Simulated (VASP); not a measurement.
# VASP 6.6.1 run: SrO

INCAR

```
ISPIN = 2
NELM = 58
LCHARG = .FALSE.
GGA = PE
IBRION = -1
EDIFF = 1E-7
PREC = Accurate
ISMEAR = 0
ENCUT = 520
SIGMA = 0.01
LREAL = .FALSE.
LWAVE = .FALSE.
NSW = 0
NBANDS = 20
MAGMOM = -0.5 0.5
ISIF = 2
LASPH = .TRUE.
```

KPOINTS

```
KPOINTS created by Atomic Simulation Environment
0
Gamma
8 8 8
0 0 0
```

POSCAR

```
Sr O
 1.0000000000000000
     0.0000000000000000    2.6056912490999999    2.5669928641999999
     2.6056912490999999    0.0000000000000000    2.5669928641999999
     2.6056912490999999    2.6056912490999999    0.0000000000000000
 Sr  O
   1   1
Cartesian
  0.0000000000000000  0.0000000000000000  0.0000000000000000
  2.6056912491000004  2.6056912491000004  2.5669928642000004
```

The recommended PBE PAW datasets give the neutral cell 16 valence electrons.

Command

```
mpirun -np 1 vasp_std
```

OSZICAR

```
N       E                     dE             d eps       ncg     rms          rms(c)
DAV:   1     0.670953450128E+02    0.67095E+02   -0.80542E+03  4720   0.784E+02
DAV:   2    -0.112077170630E+02   -0.78303E+02   -0.73141E+02  6028   0.190E+02
DAV:   3    -0.140789814917E+02   -0.28713E+01   -0.28476E+01  6172   0.300E+01
DAV:   4    -0.141319277332E+02   -0.52946E-01   -0.52923E-01  5888   0.383E+00
DAV:   5    -0.141332534567E+02   -0.13257E-02   -0.13257E-02  5856   0.495E-01    0.161E+01
DAV:   6    -0.121902298977E+02    0.19430E+01   -0.37689E+00  5140   0.145E+01    0.184E+01
DAV:   7    -0.120604877477E+02    0.12974E+00   -0.23709E-01  5284   0.359E+00    0.108E+01
DAV:   8    -0.120494142118E+02    0.11074E-01   -0.14511E-01  6092   0.280E+00    0.119E+00
DAV:   9    -0.120509727577E+02   -0.15585E-02   -0.54932E-03  5668   0.404E-01    0.333E-01
DAV:  10    -0.120511863881E+02   -0.21363E-03   -0.35087E-04  5636   0.122E-01    0.181E-01
DAV:  11    -0.120515941721E+02   -0.40778E-03   -0.50618E-04  5296   0.145E-01    0.722E-02
DAV:  12    -0.120515966386E+02   -0.24664E-05   -0.24087E-05  6260   0.332E-02    0.276E-02
DAV:  13    -0.120516002477E+02   -0.36092E-05   -0.16407E-06  5320   0.109E-02    0.149E-02
DAV:  14    -0.120516086171E+02   -0.83694E-05   -0.70263E-06  5204   0.157E-02    0.459E-03
DAV:  15    -0.120516089760E+02   -0.35891E-06   -0.30925E-07  5696   0.332E-03    0.262E-03
DAV:  16    -0.120516090016E+02   -0.25549E-07   -0.62160E-08  4716   0.143E-03
   1 F= -.12051609E+02 E0= -.12051609E+02  d E =-.254598E-63  mag=    -0.0000
```

It converged. Results: pressure 1.0 GPa; magnetic moment of the cell 0.00 μB.

For comparison, a separate PBE run of the intended cell, on usual settings and not on those above, gives a gap of 3.21 eV on its mesh and a pressure of 1.0 GPa.

The run above took about 60 s on one core of a shared host (Intel Xeon Platinum 8488C) and held 0.21 GiB at most.
